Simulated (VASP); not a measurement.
# InP in VASP: one cell, several levels of theory, part 2 of 2

VASP 6.6.1, plane waves, PAW. The steps go on from the part before.

### Step 3. r2SCAN at this geometry

INCAR reads:

```
ENCUT = 520.000000
SIGMA = 0.010000
EDIFF = 1.00e-07
ALGO = Normal
METAGGA = R2SCAN
PREC = Accurate
IBRION = -1
ISIF = 2
ISMEAR = 0
NBANDS = 16
NELM = 120
NSW = 0
LASPH = .TRUE.
LCHARG = .FALSE.
LWAVE = .FALSE.
LREAL = .FALSE.
```

KPOINTS reads:

```
KPOINTS created by Atomic Simulation Environment
0
Gamma
8 8 8
0 0 0
```

KPOINTS_OPT reads:

```
special points
6
Reciprocal
0.0000000000 0.0000000000 0.0000000000 1
-0.5000000000 -0.5000000000 0.0000000000 1
-0.3750000000 -0.3750000000 0.2500000000 1
-0.3750000000 0.0000000000 0.3750000000 1
0.0000000000 0.0000000000 0.5000000000 1
-0.5000000000 -0.2500000000 0.2500000000 1
```

POSCAR reads:

```
In P
 1.0000000000000000
     0.0000000000000000    3.0294046015000000    2.9537876380000001
     3.0294046015000000    0.0000000000000000    2.9537876380000001
     3.0294046015000000    3.0294046015000000    0.0000000000000000
 In  P
   1   1
Cartesian
  0.0000000000000000  0.0000000000000000  0.0000000000000000
  1.5147023007499998  1.5147023007499998  1.4768938189999998
```

Run with:

```sh
> mpirun -np 1 vasp_std
```

Standard output, without the iteration lines:

```text
POSCAR found type information on POSCAR InP
 POSCAR found :  2 types and       2 ions
 -----------------------------------------------------------------------------
|                                                                             |
|                                                                             |
|     You enforced a specific xc type in the INCAR file but a different       |
|     I HOPE YOU KNOW WHAT YOU ARE DOING!                                     |
|                                                                             |
 -----------------------------------------------------------------------------

 LDA part: xc-table for (None), standard interpolation
 POSCAR, INCAR and KPOINTS ok, starting setup
 FFT: planning ... GRIDC
 FFT: planning ... GRID_SOFT
 FFT: planning ... GRID
 WAVECAR not read
 entering main loop
 Start KPOINTS_OPT (optional k-point list driver)
k-point batch [1-6\6]
```

OSZICAR:

```text
N       E                     dE             d eps       ncg     rms          rms(c)
DAV:   1     0.876609664663E+02    0.87661E+02   -0.84662E+03  1896   0.125E+03
DAV:   2    -0.280959785084E+02   -0.11576E+03   -0.11070E+03  2104   0.303E+02
DAV:   3    -0.356560095354E+02   -0.75600E+01   -0.75221E+01  2504   0.759E+01
DAV:   4    -0.358706952331E+02   -0.21469E+00   -0.21463E+00  2496   0.137E+01
DAV:   5    -0.358805523490E+02   -0.98571E-02   -0.98569E-02  2832   0.241E+00    0.666E+00
DAV:   6    -0.322660293183E+02    0.36145E+01   -0.16455E+00  2360   0.272E+01    0.361E+00
DAV:   7    -0.322542544144E+02    0.11775E-01   -0.24624E-01  2408   0.384E+00    0.227E+00
DAV:   8    -0.322642538772E+02   -0.99995E-02   -0.16177E-02  2480   0.120E+00    0.978E-01
DAV:   9    -0.322660379024E+02   -0.17840E-02   -0.24764E-03  2600   0.383E-01    0.217E-01
DAV:  10    -0.322660487690E+02   -0.10867E-04   -0.22587E-04  2480   0.158E-01    0.204E-01
DAV:  11    -0.322660774408E+02   -0.28672E-04   -0.79970E-05  2376   0.143E-01    0.214E-02
DAV:  12    -0.322660745320E+02    0.29088E-05   -0.20479E-05  2616   0.448E-02    0.447E-02
DAV:  13    -0.322660749665E+02   -0.43451E-06   -0.40290E-06  2744   0.202E-02    0.917E-03
DAV:  14    -0.322660754227E+02   -0.45621E-06   -0.26897E-06  2544   0.217E-02    0.285E-02
DAV:  15    -0.322660751448E+02    0.27794E-06   -0.30068E-07  2192   0.104E-02    0.989E-03
DAV:  16    -0.322660751181E+02    0.26631E-07   -0.19709E-08  1264   0.251E-03
   1 F= -.32266075E+02 E0= -.32266075E+02  d E =-.873140E-51
       N       E                     dE             ncg
DAV:   1     0.149989673639E+04   -0.30082E+04      192
DAV:   2     0.798705769819E+03   -0.70119E+03      224
DAV:   3     0.750012884490E+03   -0.48693E+02      256
DAV:   4     0.748658484277E+03   -0.13544E+01      264
DAV:   5     0.748605033450E+03   -0.53451E-01      288
DAV:   6     0.748604124825E+03   -0.90863E-03      272
DAV:   7     0.748604080625E+03   -0.44200E-04      280
DAV:   8     0.748604080131E+03   -0.49334E-06      248
DAV:   9     0.748604080121E+03   -0.10236E-07      224
```

From OUTCAR:

```text
k-points           NKPTS =     59   k-points in BZ     NKDIM =     59   number of bands    NBANDS=     16

   NELECT =      18.0000    total number of electrons

   dimension x,y,z NGX =    32 NGY =   32 NGZ =   32
   dimension x,y,z NGXF=    64 NGYF=   64 NGZF=   64

  energy-cutoff  :      520.00
  volume of cell :       54.22
      direct lattice vectors                 reciprocal lattice vectors
     0.000000000  3.029404602  2.953787638    -0.165048934  0.165048934  0.169274187
     3.029404602  0.000000000  2.953787638     0.165048934 -0.165048934  0.169274187
     3.029404602  3.029404602  0.000000000     0.165048934  0.165048934 -0.169274187

 k-points in reciprocal lattice and weights: KPOINTS created by Atomic Simulation Env
   0.00000000  0.00000000  0.00000000       0.002
   0.12500000  0.00000000  0.00000000       0.016
   0.25000000  0.00000000  0.00000000       0.016
   0.37500000  0.00000000  0.00000000       0.016
   0.50000000  0.00000000  0.00000000       0.008
   0.12500000  0.12500000  0.00000000       0.004
   0.25000000  0.12500000  0.00000000       0.016
   0.37500000  0.12500000  0.00000000       0.016
[... 51 more k-points ...]

 E-fermi :   4.4072

 k-point     1 :       0.0000    0.0000    0.0000
  band No.  band energies     occupation
      1     -10.3097      2.00000
      2     -10.3097      2.00000
      3     -10.2994      2.00000
      4     -10.1676      2.00000
      5     -10.1620      2.00000
      6      -7.2721      2.00000
      7       4.1904      2.00000
      8       4.1904      2.00000
      9       4.3042      2.00000
     10       4.9582      0.00000
     11       8.6298      0.00000
     12       8.6780      0.00000
     13       8.6780      0.00000
     14      12.9632      0.00000
     15      13.8392      0.00000
     16      14.2078      0.00000

 k-point     2 :       0.1250    0.0000    0.0000
  band No.  band energies     occupation
      1     -10.3224      2.00000
      2     -10.3033      2.00000
      3     -10.2960      2.00000
      4     -10.1678      2.00000
      5     -10.1615      2.00000
      6      -7.1054      2.00000
      7       2.7224      2.00000
      8       4.0146      2.00000
      9       4.1058      2.00000
     10       5.9408      0.00000
     11       8.7354      0.00000
     12       8.9329      0.00000
     13       8.9411      0.00000
     14      13.2746      0.00000
     15      13.5010      0.00000
     16      13.8019      0.00000

 k-point     3 :       0.2500    0.0000    0.0000
  band No.  band energies     occupation
      1     -10.3578      2.00000
      2     -10.2896      2.00000
      3     -10.2832      2.00000
      4     -10.1666      2.00000
      5     -10.1585      2.00000
      6      -6.6432      2.00000
      7       0.8849      2.00000
      8       3.6564      2.00000
      9       3.7773      2.00000
     10       6.1637      0.00000
     11       9.3061      0.00000
     12       9.3403      0.00000
     13       9.7792      0.00000
     14      13.1481      0.00000
     15      13.2104      0.00000
     16      13.7312      0.00000

 k-point     4 :       0.3750    0.0000    0.0000
  band No.  band energies     occupation
      1     -10.3917      2.00000
      2     -10.2786      2.00000
      3     -10.2725      2.00000
      4     -10.1627      2.00000
      5     -10.1526      2.00000
      6      -6.0396      2.00000
      7      -0.6216      2.00000
      8       3.3593      2.00000
      9       3.5061      2.00000
     10       5.9754      0.00000
     11       9.3426      0.00000
     12       9.4871      0.00000
     13      11.1116      0.00000
     14      13.4346      0.00000
     15      14.1142      0.00000
     16      14.1620      0.00000

 k-point     5 :       0.5000    0.0000    0.0000
  band No.  band energies     occupation
      1     -10.4054      2.00000
      2     -10.2750      2.00000
      3     -10.2690      2.00000
      4     -10.1601      2.00000
      5     -10.1491      2.00000
      6      -5.7095      2.00000
      7      -1.2638      2.00000
      8       3.2487      2.00000
      9       3.4054      2.00000
     10       5.8843      0.00000
     11       9.2905      0.00000
     12       9.4632      0.00000
     13      11.5974      0.00000
     14      13.9364      0.00000
     15      15.1762      0.00000
     16      15.3611      0.00000

 k-point     6 :       0.1250    0.1250    0.0000
  band No.  band energies     occupation
      1     -10.3278      2.00000
      2     -10.2971      2.00000
      3     -10.2971      2.00000
      4     -10.1729      2.00000
      5     -10.1573      2.00000
      6      -7.0437      2.00000
      7       2.7497      2.00000
      8       3.7143      2.00000
      9       3.7143      2.00000
     10       6.4587      0.00000
     11       7.9710      0.00000
     12       9.3634      0.00000
     13       9.3634      0.00000
     14      12.6283      0.00000
     15      14.0047      0.00000
     16      14.2070      0.00000

 k-point     7 :       0.2500    0.1250    0.0000
  band No.  band energies     occupation
      1     -10.3600      2.00000
      2     -10.2835      2.00000
      3     -10.2826      2.00000
      4     -10.1768      2.00000
      5     -10.1525      2.00000
      6      -6.6737      2.00000
      7       1.3378      2.00000
      8       3.3118      2.00000
      9       3.3933      2.00000
     10       6.9207      0.00000
     11       8.0286      0.00000
     12       9.9244      0.00000
     13       9.9485      0.00000
     14      12.2418      0.00000
     15      13.9861      0.00000
     16      14.8736      0.00000

 k-point     8 :       0.3750    0.1250    0.0000
  band No.  band energies     occupation
      1     -10.3922      2.00000
      2     -10.2718      2.00000
      3     -10.2704      2.00000
      4     -10.1752      2.00000
      5     -10.1477      2.00000
      6      -6.1011      2.00000
      7      -0.1866      2.00000
      8       2.9727      2.00000
      9       3.0436      2.00000
     10       6.7798      0.00000
     11       8.8150      0.00000
     12      10.0207      0.00000
     13      10.3160      0.00000
     14      13.1900      0.00000
     15      14.5874      0.00000
     16      14.7146      0.00000

[... the tables of k-points 9 to 59 left out ...]

  Total       -1.2115066     -1.2115066     -0.8364101      0.0000000      0.0000000     -0.0000000
  in kB      -35.8024340    -35.8024340    -24.7175846      0.0000000      0.0000000     -0.0000000
  external PRESSURE =     -32.1074842 kB  Pullay stress =       0.0000000 kB

 POSITION                                       TOTAL-FORCE (eV/Angst)
 -----------------------------------------------------------------------------------
      0.00000      0.00000      0.00000        -0.000000     -0.000000      0.000000
      1.51470      1.51470      1.47689         0.000000      0.000000      0.000000
 -----------------------------------------------------------------------------------
    total drift:                                0.000000      0.000000     -0.000009

  FREE ENERGIE OF THE ION-ELECTRON SYSTEM (eV)
  ---------------------------------------------------
  free  energy   TOTEN  =       -32.2660751181 eV

  energy  without entropy=      -32.2660751181  energy(sigma->0) =      -32.26607512
```

Hardware: 1 MPI rank of Intel Xeon Platinum 8488C, shared host.

The levels at the points of KPOINTS_OPT are read from vasprun.xml.

Band energies at the special points (eV, zero at the top of v, the last band that the electrons fill by count):

| point | v−1 | v | c | c+1 |
| --- | --- | --- | --- | --- |
| Γ | -0.11 | 0.00 | 0.65 | 4.33 |
| X | -2.33 | -2.33 | 1.96 | 2.30 |
| U | -3.14 | -1.97 | 2.46 | 4.38 |
| K | -3.14 | -1.83 | 2.64 | 4.58 |
| L | -1.06 | -0.90 | 1.58 | 4.99 |
| W | -2.83 | -2.75 | 4.34 | 4.43 |

The r2SCAN gap is 0.65 eV, direct at Γ. The pressure is -3.21 GPa; the forces vanish within 0.01 eV/Å.

### Step 4. What came out

What follows sums up all 2 parts.

| level | gap (eV) | pressure (GPa) | Ansatz: gap (eV) | Ansatz: pressure (GPa) |
| --- | --- | --- | --- | --- |
| PBE | 0.23 | -1.43 | 0.23 | -1.39 |
| r2SCAN | 0.65 | -3.21 | 0.65 | -3.11 |

The gap runs from 0.23 eV (PBE) to 0.65 eV (r2SCAN). Spin-orbit coupling is left out, though the cell holds In (Z = 49); in an element this heavy it can shift bands and gaps by tenths of an eV. The pressure is highest with PBE (-1.4 GPa) and lowest with r2SCAN (-3.2 GPa), which orders the cells that they would relax to. The two programs agree on the gap within 0.01 eV, far less than the spread between functionals. Datasets and cutoffs are each program's own.
